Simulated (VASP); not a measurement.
The system is Ta2N.

```
Ta N
1.0
     3.11286    0.00000    0.00000
    -1.55643    2.69582    0.00000
     0.00000    0.00000    4.86984
Ta N
2 1
Direct
  0.33333 0.66667 0.25471
  0.66667 0.33333 0.74529
  0.00000 0.00000 0.00000
```

The cell comes from a database or a generator and needn't be the stable form of this composition.

Base run:

* Program: VASP 6.6.1
* Functional: PBE
* Potentials or basis: VASP PAW PBE potentials, release 64 (Ta_pv, N)
* Cutoff: 520 eV
* k mesh: 10 × 10 × 6
* Occupations: fermi-dirac, width 0.05 eV
* Spin: no spin polarisation

Its results: band gap on the k mesh none (metal or under the smearing width); pressure -0.8 GPa; largest force 0.027 eV/Å.

Task: The run is repeated on the same cell with these changes: functional from PBE to PBEsol; occupations from fermi-dirac, width 0.05 eV to gaussian, width 0.05 eV. What comes out?

Result: Band gap on the k mesh none (metal or under the smearing width); pressure -8.7 GPa; largest force 0.237 eV/Å.

Caveats: the PAW data sets were made with another functional, which shifts forces and pressure a little (some runs).

Not every run made on this cell is shown here.
